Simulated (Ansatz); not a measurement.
# SiNi3 (R-3m) in Ansatz: further runs

One crystal, SiNi3, is run at these levels: r2SCAN; tasks: single point, equation of state.

Everything below comes from runs of Ansatz 0.2.0. Logs are shortened: lines on timing, memory, paths and dates and some standing lists are left out, and cuts for length are marked.

### 1 The structure

It takes space group R-3m (No. 166, trigonal). Conventional cell: a = 2.586 Å, b = 2.586 Å, c = 22.986 Å, α = 90.00°, β = 90.00°, γ = 120.00°. Ni (site symmetry 3m) is surrounded by 3 Si at 2.34 Å and 9 Ni at 2.52 to 2.59 Å. Ni (site symmetry -3m) has 12 Ni at 2.52 to 2.59 Å as nearest neighbours. Si (site symmetry -3m) has 6 Ni at 2.34 Å and 6 Si at 2.59 Å as nearest neighbours.

The cell comes from a database or a generator and needn't be the stable form of this composition.

### 2 Single point, r2SCAN, collinear spin, ferromagnetic start, 10.42 Å³/atom (volume scaled by 0.94)

Input file input.yaml:

```yaml
crystal:
  lattice:
    - [1.2664129658, 0.7311638667, 7.5055783138]
    - [-1.2664129658, 0.7311638667, 7.5055783138]
    - [0.0, -1.4623277334, 7.5055783138]
  atoms:
    - { symbol: Ni, position: [0.254733, 0.254733, 0.254733], spin: 1.0 }
    - { symbol: Ni, position: [0.5, 0.5, 0.5], spin: 1.0 }
    - { symbol: Ni, position: [0.745267, 0.745267, 0.745267], spin: 1.0 }
    - { symbol: Si, position: [0.0, 0.0, 0.0] }
hamiltonian:
  xc: r2scan
  pseudopotentials: { kind: paw }
magnetization:
  spin_polarized: true
kpoints:
  mp_grid: { grid: [12, 12, 12] }
scf:
  occupations: { method: fermi_dirac, width: 0.05 }
output:
  forces: true
  stress: true
  eigenvalues: true
```

Potentials or basis: Ansatz PAW.

On the command line:

```console
$ ansatz run input.yaml --threads 2 --pin off --max-ram 5632MiB --backend cpu --events-out ev --progress --plain --runs-dir out
```

The program printed:

```text
Warning: RAYON_NUM_THREADS=2 ignored (pool sized by the plan → 2); use --threads N
basis.fft_grid_basis auto: the FFT boxes are laid along the combinations [[1, 0, -1], [0, 1, -1], [0, 0, 1]] of the cell's own vectors, 2.533, 2.533 and 7.647 Å long. The dense box has 20×20×60 points. Along the cell's own vectors, as sized, it would have 60×60×60, 9.00 times as many. Of the 12 symmetry operations that the crystal satisfies within crystal.symmetry.tolerance (time reversal apart; of a slab, those that keep its plane) the dense box along the cell's own vectors carries 12, and the one as laid loses 8 of those. basis.fft_grid_basis: typed keeps the cell's own vectors: state it where this run's energies or levels are differenced outside the engine with another run's, or held beside a run that keeps those vectors.
Engine: ansatz 0.2.0, x86_64-unknown-linux-gnu
Pseudopotentials: kind: paw
Pseudopotential: Ni, paw, valence charge 18, recommended cutoff 500 eV (meta_gga), Ni.paw.azcp
Pseudopotential: Si, paw, valence charge 4, recommended cutoff 500 eV (meta_gga), Si.paw.azcp
Functional definition: r2SCAN
  parameter k0 = 0.174
  parameter k1 = 0.065
  parameter a1 = 4.9479
  exchange = r2scan_x(k0 = k0, k1 = k1, a1 = a1)
  correlation = r2scan_c
Crystal: 4 atoms, lattice volume = 41.699 Å³
Basis set: ecut = 500 eV, 1053 PW (Γ), FFT grids on a1−a3, a2−a3, a3, exchange–correlation on 80×80×240 points (64 copies of the dense FFT grid, shifted against one another)
Bands: 37, of which v1, the nominal top of the filled ones, is band 29 counted from 1 (28 counted from 0)
Symmetry: 12 space group operations
Space group: R-3m (ITA 166), of the structure as read, at distance tolerance 3.5e-5 Å
Magnetic group: BNS 166.97 (UNI 1327), of the structure as read, at distance tolerance 3.5e-5 Å
k-points: 189 of 1728
Non-local potential: Ni, projectors of the file, l = 0: 3, l = 1: 2, l = 2: 3, l = 3: 1
Non-local potential: Si, projectors of the file, l = 0: 2, l = 1: 2, l = 2: 2
PAW form: soft (Blöchl's): semilocal exchange-correlation on the pseudo side does not see the compensation charge
PAW frozen core: Ni, regenerated for the run's functional (the file was generated under x = pbe(κ = 0.804, μ = 0.2195149727645171), c = pbe(β = 0.06672455060314922))
PAW frozen core: Si, regenerated for the run's functional (the file was generated under x = pbe(κ = 0.804, μ = 0.2195149727645171), c = pbe(β = 0.06672455060314922))
PAW one-centre angular grid: Ni, 590 points (default); XC on 160 Gauss nodes
PAW one-centre angular grid: Si, 302 points (default); XC on 160 Gauss nodes
Initial density: superposition of atomic densities (chi_scale 0.1, normalization cell)
Starting moments: Σ|m| = 3 μB on 3 of 4 sites
Initial wavefunctions: pseudopotential atomic-orbital guess
Functional: x = r2scan, c = r2scan; τ floored in thin density (d = 2e-4 eV/Å³)
SCF iter   1: F=—  HF=-18171.580037 eV  |F-HF|=—  |Δ(HF+E_count)|=         —  Δρ=4.72e-2 (↑3.94e-2 ↓4.72e-2)  dr2=1.85e0  dr2_τ=2.87e-2  dr2_m=1.02e-1  M=2.483 μB ∫|m|=2.810 μB  β_m=1.00  ethr=3.10e-3  ⟨swp⟩=6.1  Hψ=53303  notcnv=0  defer=11
Mixer restart at iter 1: flushing history
preconditioner: auto → Kerker (q_TF=auto, 2.883 Å⁻¹)  [metal: Δε(μ)=0.000 eV  Ē_g=9.287 eV  σ=0.050 eV  W_gap=0.00  n_scr=12 (ndim 8)  ℏωp=33.5 eV  f_vac=0.000  D(μ)=4.96/eV (n_scr^D=64)]
spin=Collinear: Kerker preconditioning applied to the charge; magnetization (m = ρ↑ − ρ↓) channel mixes plain (no charge-response kernel on spin).
SCF iter   2: F=—  HF=-18171.686414 eV  |F-HF|=—  |Δ(HF+E_count)|=   1.06e-1  Δρ=2.65e-2 (↑1.58e-2 ↓2.65e-2)  dr2=3.49e-1  dr2_τ=4.27e-3  dr2_m=2.76e-2  M=2.175 μB ∫|m|=2.706 μB  β_m=1.00  ethr=3.10e-3  ⟨swp⟩=2.7  Hψ=25785  notcnv=0  defer=633  κ⁻¹=1.0e0(r=1)
SCF iter   3: F=—  HF=-18172.800040 eV  |F-HF|=—  |Δ(HF+E_count)|=    1.11e0  Δρ=2.45e-2 (↑1.45e-2 ↓2.45e-2)  dr2=3.86e-1  dr2_τ=1.23e-3  dr2_m=1.83e-2  M=2.047 μB ∫|m|=2.625 μB  β_m=1.00  ethr=6.02e-4  ⟨swp⟩=2.7  Hψ=20629  notcnv=0  defer=637  κ⁻¹=1.1e-2(r=2)
SCF iter   4: F=—  HF=-18173.841846 eV  |F-HF|=—  |Δ(HF+E_count)|=    1.04e0  Δρ=2.20e-2 (↑1.21e-2 ↓2.20e-2)  dr2=3.85e-1  dr2_τ=7.08e-4  dr2_m=1.57e-2  M=1.923 μB ∫|m|=2.499 μB  β_m=1.00  ethr=6.02e-4  ⟨swp⟩=3.6  Hψ=24991  notcnv=0  defer=641  κ⁻¹=1.2e-3(r=3)
SCF iter   5: F=—  HF=-18175.009972 eV  |F-HF|=—  |Δ(HF+E_count)|=    1.17e0  Δρ=1.54e-2 (↑5.70e-3 ↓1.54e-2)  dr2=1.90e-1  dr2_τ=2.91e-4  dr2_m=2.09e-2  M=1.614 μB ∫|m|=2.135 μB  β_m=1.00  ethr=6.02e-4  ⟨swp⟩=3.0  Hψ=25445  notcnv=0  defer=684  κ⁻¹=3.7e-4(r=4)
SCF iter   6: F=—  HF=-18175.298025 eV  |F-HF|=—  |Δ(HF+E_count)|=         —  Δρ=9.03e-3 (↑9.03e-3 ↓7.85e-3)  dr2=2.87e-2  dr2_τ=1.43e-4  dr2_m=2.29e-2  M=1.222 μB ∫|m|=1.650 μB  β_m=1.00  ethr=3.28e-4  ⟨swp⟩=3.0  Hψ=24155  notcnv=0  defer=695
Mixer restart at iter 6: flushing history
SCF iter   7: F=—  HF=-18175.295408 eV  |F-HF|=—  |Δ(HF+E_count)|=   2.62e-3  Δρ=3.70e-3 (↑3.70e-3 ↓3.40e-3)  dr2=2.36e-2  dr2_τ=2.46e-5  dr2_m=1.80e-3  M=1.199 μB ∫|m|=1.603 μB  β_m=1.00  ethr=4.95e-5  ⟨swp⟩=1.6  Hψ=15796  notcnv=0  defer=695  κ⁻¹=1.0e0(r=1)
SCF iter   8: F=—  HF=-18175.343612 eV  |F-HF|=—  |Δ(HF+E_count)|=   4.82e-2  Δρ=2.57e-3 (↑2.49e-3 ↓2.57e-3)  dr2=1.71e-2  dr2_τ=9.66e-6  dr2_m=7.10e-4  M=1.171 μB ∫|m|=1.544 μB  β_m=1.00  ethr=4.07e-5  ⟨swp⟩=1.8  Hψ=18058  notcnv=0  defer=706  κ⁻¹=4.6e-2(r=2)
[... 5 lines left out ...]
SCF iter  14: F=—  HF=-18175.388025 eV  |F-HF|=—  |Δ(HF+E_count)|=   4.99e-5  Δρ=1.69e-4 (↑1.69e-4 ↓9.94e-5)  dr2=1.28e-5  dr2_τ=6.12e-8  dr2_m=3.44e-6  M=1.088 μB ∫|m|=1.379 μB  β_m=1.00  ethr=6.80e-8  ⟨swp⟩=2.1  Hψ=17562  notcnv=0  defer=725  κ⁻¹=3.2e-5(r=8)
SCF iter  15: F=—  HF=-18175.388077 eV  |F-HF|=—  |Δ(HF+E_count)|=   5.21e-5  Δρ=6.44e-5 (↑4.98e-5 ↓6.44e-5)  dr2=2.10e-6  dr2_τ=1.21e-8  dr2_m=5.57e-7  M=1.089 μB ∫|m|=1.381 μB  β_m=1.00  ethr=2.20e-8  ⟨swp⟩=2.3  Hψ=23385  notcnv=0  defer=725  κ⁻¹=6.6e-6(r=8)
SCF iter  16: F=—  HF=-18175.388085 eV  |F-HF|=—  |Δ(HF+E_count)|=   7.65e-6  Δρ=3.44e-5 (↑3.44e-5 ↓2.94e-5)  dr2=8.85e-7  dr2_τ=3.27e-9  dr2_m=7.44e-8  M=1.089 μB ∫|m|=1.382 μB  β_m=1.00  ethr=3.63e-9  ⟨swp⟩=2.0  Hψ=25055  notcnv=0  defer=725  κ⁻¹=6.5e-6(r=8)
SCF iter  17: F=—  HF=-18175.388087 eV  |F-HF|=—  |Δ(HF+E_count)|=   2.22e-6  Δρ=3.45e-5 (↑2.05e-5 ↓3.45e-5)  dr2=2.12e-7  dr2_τ=1.58e-9  dr2_m=1.81e-7  M=1.089 μB ∫|m|=1.382 μB  β_m=1.00  ethr=1.53e-9  ⟨swp⟩=2.0  Hψ=25089  notcnv=0  defer=725  κ⁻¹=5.7e-6(r=8)
SCF iter  18: F=—  HF=-18175.388089 eV  |F-HF|=—  |Δ(HF+E_count)|=   1.66e-6  Δρ=1.83e-5 (↑9.96e-6 ↓1.83e-5)  dr2=8.18e-8  dr2_τ=6.70e-10  dr2_m=1.94e-8  M=1.090 μB ∫|m|=1.383 μB  β_m=1.00  ethr=3.66e-10  ⟨swp⟩=2.0  Hψ=25071  notcnv=0  defer=725  κ⁻¹=1.7e-5(r=8)
SCF iter  19: F=—  HF=-18175.388090 eV  |F-HF|=—  |Δ(HF+E_count)|=   9.92e-7  Δρ=1.27e-5 (↑6.33e-6 ↓1.27e-5)  dr2=7.24e-8  dr2_τ=2.62e-10  dr2_m=4.69e-9  M=1.090 μB ∫|m|=1.384 μB  β_m=1.00  ethr=1.41e-10  ⟨swp⟩=2.3  Hψ=25515  notcnv=0  defer=725  κ⁻¹=5.4e-6(r=8)
SCF iter  20: F=—  HF=-18175.388090 eV  |F-HF|=—  |Δ(HF+E_count)|=   1.04e-7  Δρ=8.00e-6 (↑4.96e-6 ↓8.00e-6)  dr2=3.24e-8  dr2_τ=1.22e-10  dr2_m=2.36e-9  M=1.091 μB ∫|m|=1.384 μB  β_m=1.00  ethr=1.25e-10  ⟨swp⟩=2.0  Hψ=24812  notcnv=0  defer=725  κ⁻¹=2.1e-5(r=8)
SCF iter  21: F=—  HF=-18175.388090 eV  |F-HF|=—  |Δ(HF+E_count)|=   1.13e-8  Δρ=5.89e-6 (↑3.80e-6 ↓5.89e-6)  dr2=1.31e-8  dr2_τ=6.05e-11  dr2_m=3.15e-9  M=1.091 μB ∫|m|=1.384 μB  β_m=1.00  ethr=5.59e-11  ⟨swp⟩=2.0  Hψ=24814  notcnv=0  defer=725  κ⁻¹=5.0e-6(r=8)
SCF iter  22: F=—  HF=-18175.388090 eV  |F-HF|=—  |Δ(HF+E_count)|=   6.73e-8  Δρ=5.48e-6 (↑2.60e-6 ↓5.48e-6)  dr2=1.08e-8  dr2_τ=4.32e-11  dr2_m=1.83e-9  M=1.090 μB ∫|m|=1.384 μB  β_m=1.00  ethr=2.25e-11  ⟨swp⟩=2.0  Hψ=25082  notcnv=0  defer=725  κ⁻¹=4.9e-6(r=8)
SCF iter  23: F=-18175.388090 eV  HF=-18175.388090 eV  |F-HF|=3.35e-9  |Δ(HF+E_count)|=   9.02e-9  Δρ=3.61e-6 (↑1.89e-6 ↓3.61e-6)  dr2=4.99e-9  dr2_τ=2.08e-11  dr2_m=5.32e-10  M=1.090 μB ∫|m|=1.384 μB  ethr=1.87e-11  ⟨swp⟩=8.3  Hψ=62553  notcnv=0
SCF 1 converged in 23 iterations: F = -18175.388090 eV  dr2 = 4.99e-9
this state was not tested for a lower state beside it, because the mixer in use, unlike msr1, does not test its closes by its own steps (another_mixer; see scf.mixing.algorithm and scf.lower_state_search)
SCF converged after 23 iterations
Magnetization: 1.0905 μB (29.5452 up, 28.4548 down)
Absolute magnetization: 1.3856 μB (∫|ρ↑−ρ↓|, with the PAW one-centre terms)
Spin contamination: 0.0417 ħ² per cell (⟨S²⟩ above its minimum at these occupations)
Per-site moments (μB) at R_I (Å): [(0.25100981236430164, 0.9470155018269144), (0.6991402988108782, 1.0163381973726546), (0.2510098123643015, 0.9470155018269143), (0.000867700435041037, 0.9470155018269143)]
Free energy (F): -18175.388090 eV
Harris-Foulkes:  -18175.388090 eV  (|F-HF|=3.35e-9)
Internal energy: -18175.359589 eV  (E = F + TS)
E sigma→0 (E₀):  -18175.373839 eV
Entropy (-TS):   -0.028501 eV (-7.125 meV/atom)
Fermi energy:    18.110855 eV
--- Per-component energies (eV) ---
  E_band       = -886.755278
  E_kinetic    = 899.772735
  E_local      = -12365.470094  (includes V_loc(G=0)·N_el)
  E_nonlocal   = 1946.705583
  E_hartree    = 5350.299920
  E_xc         = -292.654615
  E_vxc        = -408.396218  (∫ρ·V_xc dr)
  E_paw        = -5454.466156  (= ΣΔE_a)
  E_vpaw       = -1688.723095  (= ΣTr[D̂ρ^β])
  E_aug_tail   = 0.000691  (compensation charges beyond the density's cutoff)
  E_vtau       = 28.763506  (kinetic-family band-sum trace: ∫τ·v_τ [+ j·A + Jᵃ·Aᵃ] dr)
  E_ewald      = -8258.571012
  E_core_change = -0.976639  (= ΣΔE_core)
  E_smearing   = -0.028501  (= −TS)
  E_closure    = 0.000000  (closes the sum)
  Σ components = -18175.388090   (vs F -18175.388090, Δ=0.00e0)
--- Forces (eV/Å), atoms counted from 1 ---
  atom   1  Ni    -0.00000000     0.00000000    -0.19589197
  atom   2  Ni     0.00000000     0.00000000     0.00000000
  atom   3  Ni     0.00000000    -0.00000000     0.19589197
  atom   4  Si     0.00000000     0.00000000    -0.00000000
  max |Σ_I F_I| component: 2.31e-18 eV/Å
--- Stress (GPa, compression-positive) ---
        7.357044       0.000000       0.000000
        0.000000       7.357044      -0.000000
        0.000000       0.000000      11.134044
  P = ⅓ Tr σ = 8.6160 GPa (86.160 kbar)
--- Band table (eV; the first three rows and the last of 378) ---
  k-point 0 ↑: bands = ["-89.2653", "-89.1794", "-89.1773", "-48.3822", "-48.3625", "-48.1550", "-48.1550", "-48.0240", "-47.8960", "-47.8960", "-47.8952", "-47.8952", "3.0217", "9.1900", "10.0270", "13.0293", "14.6869", "15.4667", "15.4753", "15.4753", "15.6231", "15.6231", "15.7745", "15.7745", "16.4976", "16.4976", "16.5039", "16.5039", "16.6394", "17.1153", "17.1153", "22.3988", "31.0587", "31.9139", "31.9139", "32.0684", "32.0684"]
[... 3 lines left out ...]
```

It took 41 s on 2 threads of Intel Xeon 6975P-C (Granite Rapids), shared host; peak memory 0.93 GiB.

What came out:

```
Free energy            : -18175.3881 eV
Pressure               : 8.6 GPa
Largest force          : 0.196 eV/Å
Band gap on the k mesh : none (metal or under the smearing width)
Net moment             : 1.09 μB per cell
Absolute moment        : 1.39 μB per cell
Site moments           : Ni +0.25, +0.70; Si +0.00 μB
```

Caveat: the magnetic or orbital state may not be the lowest; the PAW data sets come from PBE, with cores solved anew for the run's functional, which leaves a small shift of forces and pressure.

(Part 1 of 2 ends here.)
